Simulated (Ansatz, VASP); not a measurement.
Au: VASP beside Ansatz

```
Au
1.0
     1.41131   -2.55593    0.00000
     1.41131    2.55593    0.00000
     0.00000    0.00000    4.89317
Au
2
Direct
  0.66533 0.33467 0.25000
  0.33467 0.66533 0.75000
```

This isn't the form of Au at room conditions, which is fcc.

Alike in both runs: task single point; functional PBE; k mesh 8 × 8 × 4; occupations gaussian, width 0.1 eV; no spin polarisation.

|  | VASP | Ansatz |
| --- | --- | --- |
| version | VASP 6.6.1 | Ansatz 0.2.0 |
| potentials or method | VASP PAW PBE potentials, release 64 (Au) | scalar-relativistic, plane waves, PAW |
| plane-wave cutoff (eV) | 520 | 420 |
| valence electrons in the cell | 22 | 38 |

```csv
,VASP,Ansatz,Ansatz less VASP
gap on the k mesh at the Fermi level (eV),none,none,-
pressure (GPa),3.4,3.6,+0.26
largest component of the traceless stress (GPa),2.04,2.05,+0.009
```

A gap of «none» marks a metal or a gap that the smearing closes. The two sets of potentials don't hold the same shells in valence.

Spin-orbit coupling is left out, which matters for the levels of Au.
